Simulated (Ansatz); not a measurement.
Run on Bi (fcc type): DFT, PBE, all-electron LAPW, scalar-relativistic (Ansatz 0.2.0). This run: bulk in the slab's orientation.

The cell comes from a relaxation on PAW files under the same functional, begun from a prototype that needn't be the stable phase.

Command: `ansatz run input.yaml --threads 2 --pin off --max-ram 4096MiB --backend cpu --events-out ev --progress --plain --runs-dir out` It took 23 s on 2 threads of Arm Neoverse V1 (shared host), peak memory 0.54 GiB.

```yaml
crystal:
  lattice:
    - [-2.5129803284, 2.5129803284, 0.0]
    - [0.0, 0.0, 5.0259606567]
    - [2.5129803284, 2.5129803284, 0.0]
  atoms:
    - { symbol: Bi, position: [0.0, 0.0, 0.0] }
    - { symbol: Bi, position: [0.5, 0.5, 0.5] }
kpoints:
  mp_grid: { grid: [12, 8, 12] }
scf:
  occupations: { method: fermi_dirac, width: 0.1 }
hamiltonian:
  xc: pbe
  pseudopotentials: { kind: all_electron, lapw: { basis_error: 0.001 } }
output:
  forces: true
  stress: true
  eigenvalues: true
```

Output:

```
LAPW: plane waves up to 6.168 Å⁻¹, error target 1.0e-3 eV per atom; small_component_spin mean_spin; Bi in spheres of 1.777 Å, 37 of its electrons in bands, Dirac shells [] (how accurate: hamiltonian.pseudopotentials.lapw.basis_error, Limitations)
Engine: ansatz 0.2.0
Pseudopotentials: kind: all_electron
Pseudopotential: Bi, LAPW, valence charge 37, lapw/all_electron/scalar/gaussian/Bi, Koelling and Harmon's equation, gaussian nucleus
Functional definition: PBE
  parameter kappa = 0.804
  parameter beta = 0.06672455060314922
  exchange = pbe_x(kappa = kappa, mu = beta*pi^2/3)
  correlation = pbe_c(beta = beta)
Crystal: 2 atoms, lattice volume = 63.479 Å³
Basis set: ecut = 144.95902052943214 eV, 253 PW (Γ), exchange–correlation at level 2
Bands: 45, of which v1, the nominal top of the filled ones, is band 37 counted from 1 (36 counted from 0)
Symmetry: 32 space group operations
Space group: Fm-3m (ITA 225), of the structure as read, at distance tolerance 4.0e-5 Å
k-points: 140 of 1152
Non-local potential: Bi, projectors of the file, none
Initial density: superposition of atomic densities (chi_scale 0.1, normalization cell)
Initial wavefunctions: plane waves of lowest kinetic energy (no species holds an atomic orbital)
Functional: x = pbe(κ = 0.804, μ = 0.2195149727645171), c = pbe(β = 0.06672455060314922)
iter 1 solved again at ethr=9.97e-6 eV; its pass at ethr=1.00e-1 eV (dr2=7.38e-3 eV) is discarded
SCF iter   1: F=—  HF=-1171411.624353 eV  |F-HF|=—  |Δ(HF+E_count)|=         —  Δρ=3.93e-3  dr2=7.48e-3  ethr=9.97e-6  ⟨swp⟩=4.0  Hψ=41038  notcnv=0
preconditioner: auto → LDOS  [metal: Δε(μ)=0.008 eV  Ē_g=23.263 eV  σ=0.100 eV  W_gap=0.02  n_scr=28 (ndim 8)  ℏωp=25.5 eV  f_vac=0.032  D(μ)=1.45/eV (n_scr^D=6)  β→1.0]
iter 2 solved again at ethr=9.64e-7 eV; its pass at ethr=9.97e-6 eV (dr2=7.13e-4 eV) is discarded
SCF iter   2: F=—  HF=-1171411.618764 eV  |F-HF|=—  |Δ(HF+E_count)|=   5.59e-3  Δρ=1.26e-3  dr2=7.14e-4  ethr=9.64e-7  ⟨swp⟩=2.0  Hψ=31447  notcnv=0
SCF iter   3: F=—  HF=-1171411.615980 eV  |F-HF|=—  |Δ(HF+E_count)|=   2.78e-3  Δρ=5.33e-4  dr2=1.43e-4  ethr=9.64e-7  ⟨swp⟩=3.0  Hψ=19245  notcnv=0
SCF iter   4: F=—  HF=-1171411.614445 eV  |F-HF|=—  |Δ(HF+E_count)|=   1.54e-3  Δρ=1.81e-4  dr2=1.70e-5  ethr=1.93e-7  ⟨swp⟩=2.0  Hψ=18525  notcnv=0
SCF iter   5: F=—  HF=-1171411.614256 eV  |F-HF|=—  |Δ(HF+E_count)|=   1.88e-4  Δρ=5.31e-5  dr2=1.60e-6  ethr=2.30e-8  ⟨swp⟩=2.0  Hψ=18525  notcnv=0
SCF iter   6: F=—  HF=-1171411.614247 eV  |F-HF|=—  |Δ(HF+E_count)|=   8.79e-6  Δρ=9.41e-6  dr2=6.28e-8  ethr=2.16e-9  ⟨swp⟩=2.0  Hψ=18525  notcnv=0
SCF iter   7: F=-1171411.614247 eV  HF=-1171411.614247 eV  |F-HF|=1.86e-9  |Δ(HF+E_count)|=   8.10e-8  Δρ=1.12e-6  dr2=9.47e-10  ethr=8.48e-11  ⟨swp⟩=3.0  Hψ=19120  notcnv=0
SCF 1 converged in 7 iterations: F = -1171411.614247 eV  dr2 = 9.47e-10
SCF converged after 7 iterations
Free energy (F): -1171411.614247 eV
Harris-Foulkes:  -1171411.614247 eV  (|F-HF|=1.86e-9)
Internal energy: -1171411.566158 eV  (E = F + TS)
E sigma→0 (E₀):  -1171411.590203 eV
Entropy (-TS):   -0.048089 eV (-24.045 meV/atom)
Fermi energy:    15.581818 eV
--- Per-component energies (eV) ---
  E_band       = -5240.705977
  E_kinetic    = 1356068.307891
  E_xc         = -21610.973086
  E_electrostatic = -2505868.900962  (all electrons and nuclei)
  E_smearing   = -0.048089  (= −TS)
  E_closure    = 0.000000  (closes the sum)
  E_atoms      = -1171404.213804  (free atoms, spherical and without spin; not in F)
  Σ components = -1171411.614247   (vs F -1171411.614247, Δ=0.00e0)
  Basis errors (estimates in eV, not in F): energy 2.0e-4 per atom: plane waves 2.0e-4 (9.9e-5 summed), levels above the bands 1.6e-43, relativity 1.3e-8, radial functions 3.5e-6, core shells 2.1e-10; eigenvalues (radial functions only) 7.3e-5; not estimated: angular momenta, meshes, grids; target (lapw.basis_error) 1.0e-3; muffin-tin radii Bi 1.777 Å
--- Forces (eV/Å), atoms counted from 1 ---
  atom   1  Bi    -0.00000000     0.00000000     0.00000000
  atom   2  Bi    -0.00000000     0.00000000     0.00000000
  max |Σ_I F_I| component: 2.42e-30 eV/Å
--- Stress (GPa, compression-positive) ---
        0.037569       0.000000      -0.000000
        0.000000       0.037569       0.000000
       -0.000000       0.000000       0.112770
  P = ⅓ Tr σ = 0.0626 GPa (0.626 kbar)
--- Band table (eV; the first three rows and the last of 140) ---
  k-point 0: bands = ["-137.8662", "-137.8662", "-132.9949", "-132.9949", "-132.9948", "-132.9948", "-132.9948", "-132.9948", "-132.9946", "-132.9946", "-132.9946", "-132.9946", "-132.9946", "-132.9946", "-132.9943", "-132.9943", "-76.1214", "-76.1204", "-76.1204", "-76.1202", "-76.1199", "-76.1199", "-7.6113", "-7.5595", "-7.5417", "-7.5417", "-7.5414", "-7.4765", "-7.4761", "-7.4136", "-7.3893", "-7.3893", "2.0935", "5.9137", "11.1681", "15.9100", "15.9100", "19.5860", "20.3701", "20.3705", "20.3705", "20.7751", "24.1911", "24.6182", "26.2499"]
  k-point 1: bands = ["-137.8662", "-137.8662", "-132.9949", "-132.9949", "-132.9948", "-132.9948", "-132.9948", "-132.9948", "-132.9946", "-132.9946", "-132.9946", "-132.9946", "-132.9946", "-132.9946", "-132.9943", "-132.9943", "-76.1214", "-76.1205", "-76.1204", "-76.1202", "-76.1200", "-76.1199", "-7.6044", "-7.5554", "-7.5418", "-7.5389", "-7.5367", "-7.4773", "-7.4753", "-7.4170", "-7.3947", "-7.3917", "2.1715", "5.9214", "11.2654", "15.2474", "15.9996", "19.5170", "19.9375", "20.0517", "20.3833", "21.3646", "24.2341", "24.7404", "26.2969"]
  k-point 2: bands = ["-137.8662", "-137.8662", "-132.9949", "-132.9949", "-132.9948", "-132.9948", "-132.9948", "-132.9948", "-132.9946", "-132.9946", "-132.9946", "-132.9946", "-132.9946", "-132.9946", "-132.9943", "-132.9943", "-76.1213", "-76.1206", "-76.1204", "-76.1203", "-76.1201", "-76.1199", "-7.5882", "-7.5416", "-7.5412", "-7.5308", "-7.5264", "-7.4805", "-7.4701", "-7.4265", "-7.4102", "-7.3987", "2.4038", "5.9237", "11.5551", "14.0580", "16.2646", "17.9298", "19.1778", "20.3001", "20.3877", "23.0480", "24.0506", "25.3128", "26.4389"]
  k-point 139: bands = ["-137.8662", "-137.8662", "-132.9949", "-132.9949", "-132.9948", "-132.9948", "-132.9948", "-132.9948", "-132.9946", "-132.9946", "-132.9946", "-132.9946", "-132.9946", "-132.9946", "-132.9943", "-132.9943", "-76.1208", "-76.1208", "-76.1208", "-76.1208", "-76.1208", "-76.1208", "-7.5222", "-7.5222", "-7.5031", "-7.5031", "-7.5031", "-7.5031", "-7.4480", "-7.4480", "-7.3889", "-7.3889", "5.9846", "5.9846", "12.8424", "12.8424", "12.8424", "12.8424", "14.4551", "14.4551", "24.4465", "24.4465", "26.1735", "26.1735", "26.1735"]
```

Next run, as changes to the input before:

```diff
   lattice:
-    - [-2.5129803284, 2.5129803284, 0.0]
-    - [0.0, 0.0, 5.0259606567]
-    - [2.5129803284, 2.5129803284, 0.0]
+    - [3.5538908624, 0.0, 0.0]
+    - [0.0, 5.0259606567, 0.0]
+    - [0.0, 0.0, 21.3308]
   atoms:
-    - { symbol: Bi, position: [0.0, 0.0, 0.0] }
-    - { symbol: Bi, position: [0.5, 0.5, 0.5] }
+    - { symbol: Bi, position: [0.25, 0.25, 0.3750436858] }
+    - { symbol: Bi, position: [0.75, 0.75, 0.4583478949] }
+    - { symbol: Bi, position: [0.25, 0.25, 0.5416521046] }
+    - { symbol: Bi, position: [0.75, 0.75, 0.6249563142] }
 kpoints:
-  mp_grid: { grid: [12, 8, 12] }
+  mp_grid: { grid: [12, 8, 1] }
 scf:
   eigenvalues: true
+  populations: true
+  dos: { projected: true, de: 0.2, e_range: [-14, 8] }
+efield:
+  axis: 3
+  amplitude: 0
+  dipole_correction: true
```

Results part of the output:

```
SCF 1 converged in 8 iterations: F = -2342822.361943 eV  dr2 = 3.92e-8
SCF converged after 8 iterations
Free energy (F): -2342822.361943 eV
Harris-Foulkes:  -2342822.361943 eV  (|F-HF|=5.91e-8)
Internal energy: -2342822.220163 eV  (E = F + TS)
E sigma→0 (E₀):  -2342822.291053 eV
Entropy (-TS):   -0.141780 eV (-35.445 meV/atom)
Fermi energy:    2.481121 eV
Dipole field:    D = 0.000000 V/Å  (p = 0.000000 e·Å, saw-weighted, corrected)
Work function:   Φ+ = 4.0843 eV   Φ− = 4.0843 eV
[... lines left out ...]
  k-point 1: bands = ["-151.0894", "-151.0894", "-150.8222", "-150.8222", "-146.2245", "-146.2245", "-146.2245", "-146.2245", "-146.2218", "-146.2218", "-146.2214", "-146.2214", "-146.2198", "-146.2198", "-146.2197", "-146.2197", "-146.2192", "-146.2192", "-145.9675", "-145.9675", "-145.9675", "-145.9675", "-145.9618", "-145.9618", "-145.9616", "-145.9616", "-145.9586", "-145.9586", "-145.9570", "-145.9570", "-145.9563", "-145.9563", "-89.3474", "-89.3472", "-89.3451", "-89.3446", "-89.3360", "-89.3358", "-89.0782", "-89.0782", "-89.0723", "-89.0723", "-89.0622", "-89.0622", "-20.7879", "-20.7524", "-20.7364", "-20.7288", "-20.7150", "-20.6962", "-20.6837", "-20.6627", "-20.6620", "-20.6527", "-20.4765", "-20.4756", "-20.4158", "-20.4147", "-20.4081", "-20.4078", "-20.3967", "-20.3966", "-20.3872", "-20.3857", "-10.4338", "-9.0891", "-7.8272", "-7.4521", "-1.2361", "-0.5188", "0.1822", "1.6925", "1.9038", "2.3727", "3.4609", "4.3536", "4.9483", "5.0287", "6.2781", "6.2968", "6.4289", "6.9602", "7.3142", "7.3656", "8.1735", "8.3379", "8.4983", "9.1591", "9.8736"]
  k-point 2: bands = ["-151.0894", "-151.0894", "-150.8222", "-150.8222", "-146.2245", "-146.2245", "-146.2245", "-146.2245", "-146.2218", "-146.2218", "-146.2214", "-146.2214", "-146.2198", "-146.2198", "-146.2197", "-146.2197", "-146.2192", "-146.2192", "-145.9675", "-145.9675", "-145.9675", "-145.9675", "-145.9618", "-145.9618", "-145.9616", "-145.9616", "-145.9586", "-145.9586", "-145.9570", "-145.9570", "-145.9563", "-145.9563", "-89.3474", "-89.3472", "-89.3451", "-89.3446", "-89.3360", "-89.3358", "-89.0782", "-89.0782", "-89.0723", "-89.0723", "-89.0622", "-89.0622", "-20.7831", "-20.7560", "-20.7344", "-20.7264", "-20.7040", "-20.7038", "-20.6969", "-20.6608", "-20.6601", "-20.6501", "-20.4765", "-20.4758", "-20.4173", "-20.4137", "-20.4101", "-20.4066", "-20.3979", "-20.3969", "-20.3858", "-20.3853", "-10.1869", "-8.9230", "-7.9772", "-7.9338", "-1.2166", "-1.1873", "0.3236", "1.7692", "2.3184", "2.9386", "3.7526", "4.4810", "5.1207", "5.1987", "6.2703", "6.3418", "6.5136", "6.5731", "7.5970", "7.6281", "8.0799", "8.3505", "8.5185", "9.4279", "9.6166"]
  k-point 34: bands = ["-151.0894", "-151.0894", "-150.8222", "-150.8222", "-146.2245", "-146.2245", "-146.2245", "-146.2245", "-146.2218", "-146.2218", "-146.2214", "-146.2214", "-146.2198", "-146.2198", "-146.2197", "-146.2197", "-146.2192", "-146.2192", "-145.9675", "-145.9675", "-145.9675", "-145.9675", "-145.9618", "-145.9618", "-145.9616", "-145.9616", "-145.9586", "-145.9586", "-145.9570", "-145.9570", "-145.9563", "-145.9563", "-89.3479", "-89.3479", "-89.3448", "-89.3448", "-89.3359", "-89.3359", "-89.0782", "-89.0782", "-89.0729", "-89.0729", "-89.0622", "-89.0622", "-20.7388", "-20.7388", "-20.7385", "-20.7385", "-20.6891", "-20.6891", "-20.6769", "-20.6769", "-20.6412", "-20.6412", "-20.4376", "-20.4376", "-20.4214", "-20.4214", "-20.4091", "-20.4091", "-20.4091", "-20.4091", "-20.3512", "-20.3512", "-7.9258", "-7.9258", "-7.2325", "-7.2325", "-2.1492", "-2.1492", "-0.5970", "-0.5970", "0.9900", "0.9900", "2.3403", "2.3403", "3.7182", "3.7182", "4.5198", "4.5198", "8.1914", "8.1914", "8.9763", "8.9763", "9.6134", "9.6134", "10.1208", "10.1208", "10.7827"]
--- Löwdin populations: 4 sites ---
  site symbol       q [e]
     0     Bi     83.0244
     1     Bi     82.9057
     2     Bi     82.9057
     3     Bi     83.0244
  spilling = 0.000421 (of n_electrons = 332.000000)
```

Next run (atoms relaxed), as changes to the input before:

```diff
   atoms:
-    - { symbol: Bi, position: [0.25, 0.25, 0.3750436858] }
-    - { symbol: Bi, position: [0.75, 0.75, 0.4583478949] }
-    - { symbol: Bi, position: [0.25, 0.25, 0.5416521046] }
-    - { symbol: Bi, position: [0.75, 0.75, 0.6249563142] }
+    - { symbol: Bi, position: [0.25, 0.25, 0.4007500368] }
+    - { symbol: Bi, position: [0.75, 0.75, 0.448743212] }
+    - { symbol: Bi, position: [0.25, 0.25, 0.5512567878] }
+    - { symbol: Bi, position: [0.75, 0.75, 0.5992499629] }
 kpoints:
   eigenvalues: true
-  populations: true
-  dos: { projected: true, de: 0.2, e_range: [-14, 8] }
+relax:
+  f_tol: 0.01
+  max_steps: 12
 efield:
```

Results part of the output:

```
SCF converged after 4 iterations
Free energy (F): -2342822.729810 eV
Harris-Foulkes:  -2342822.729810 eV  (|F-HF|=1.40e-9)
Internal energy: -2342822.632166 eV  (E = F + TS)
E sigma→0 (E₀):  -2342822.680988 eV
Entropy (-TS):   -0.097644 eV (-24.411 meV/atom)
Fermi energy:    2.824602 eV
Dipole field:    D = 0.000000 V/Å  (p = 0.000000 e·Å, saw-weighted, corrected)
Work function:   Φ+ = 3.6227 eV   Φ− = 3.6227 eV
[... lines left out ...]
  k-point 2: bands = ["-150.7069", "-150.7069", "-150.6067", "-150.6067", "-145.8284", "-145.8284", "-145.8284", "-145.8284", "-145.8257", "-145.8257", "-145.8254", "-145.8254", "-145.8241", "-145.8241", "-145.8232", "-145.8232", "-145.8229", "-145.8229", "-145.7310", "-145.7310", "-145.7310", "-145.7310", "-145.7301", "-145.7301", "-145.7299", "-145.7299", "-145.7288", "-145.7288", "-145.7285", "-145.7285", "-145.7280", "-145.7280", "-88.9689", "-88.9688", "-88.9654", "-88.9653", "-88.9591", "-88.9591", "-88.8642", "-88.8642", "-88.8605", "-88.8605", "-88.8594", "-88.8594", "-20.4465", "-20.4310", "-20.4183", "-20.4144", "-20.4035", "-20.4030", "-20.3967", "-20.3692", "-20.3347", "-20.3168", "-20.2769", "-20.2708", "-20.2282", "-20.2135", "-20.2127", "-20.1978", "-20.1939", "-20.1691", "-20.1467", "-20.1427", "-10.5846", "-9.3026", "-7.9127", "-7.1191", "-1.7093", "-0.5545", "0.3970", "2.1041", "2.7035", "3.3360", "3.3734", "4.6304", "5.4414", "6.4439", "6.5237", "6.5469", "6.7303", "7.1060", "7.4932", "7.6821", "8.3362", "8.4446", "8.5313", "9.2299", "9.5352"]
  k-point 34: bands = ["-150.7069", "-150.7069", "-150.6067", "-150.6067", "-145.8284", "-145.8284", "-145.8284", "-145.8284", "-145.8257", "-145.8257", "-145.8254", "-145.8254", "-145.8241", "-145.8241", "-145.8232", "-145.8232", "-145.8229", "-145.8229", "-145.7310", "-145.7310", "-145.7310", "-145.7310", "-145.7301", "-145.7301", "-145.7299", "-145.7299", "-145.7288", "-145.7288", "-145.7285", "-145.7285", "-145.7280", "-145.7280", "-88.9688", "-88.9688", "-88.9653", "-88.9653", "-88.9598", "-88.9598", "-88.8642", "-88.8642", "-88.8605", "-88.8605", "-88.8600", "-88.8600", "-20.4477", "-20.4477", "-20.4183", "-20.4183", "-20.3802", "-20.3802", "-20.3450", "-20.3450", "-20.3237", "-20.3237", "-20.2425", "-20.2425", "-20.2265", "-20.2265", "-20.2001", "-20.2001", "-20.1610", "-20.1610", "-20.1493", "-20.1493", "-8.0684", "-8.0684", "-6.9975", "-6.9975", "-2.5778", "-2.5778", "-1.2349", "-1.2349", "0.9329", "0.9329", "3.9167", "3.9167", "4.5250", "4.5250", "5.7925", "5.7925", "8.9542", "8.9542", "9.2657", "9.2657", "9.6674", "9.6674", "10.3201", "10.3201", "10.3573"]
--- Relaxed structure (2 steps of the walk, 2 accepted, 0 SCFs on fresh bases) ---
  F+E_penalty+E_count = -2342822.72980981 eV   max|allowed force component| = 2.705e-3 eV/Å
  atoms:
    - { symbol: Bi, position: [0.25, 0.24999999999999997, 0.4007500368] }
    - { symbol: Bi, position: [0.7500000000000001, 0.7499999999999999, 0.44874321199999995] }
    - { symbol: Bi, position: [0.25, 0.24999999999999997, 0.5512567878] }
    - { symbol: Bi, position: [0.7500000000000001, 0.7499999999999999, 0.5992499628999999] }
```

Spin–orbit coupling is left out, which matters for the heavy atoms.
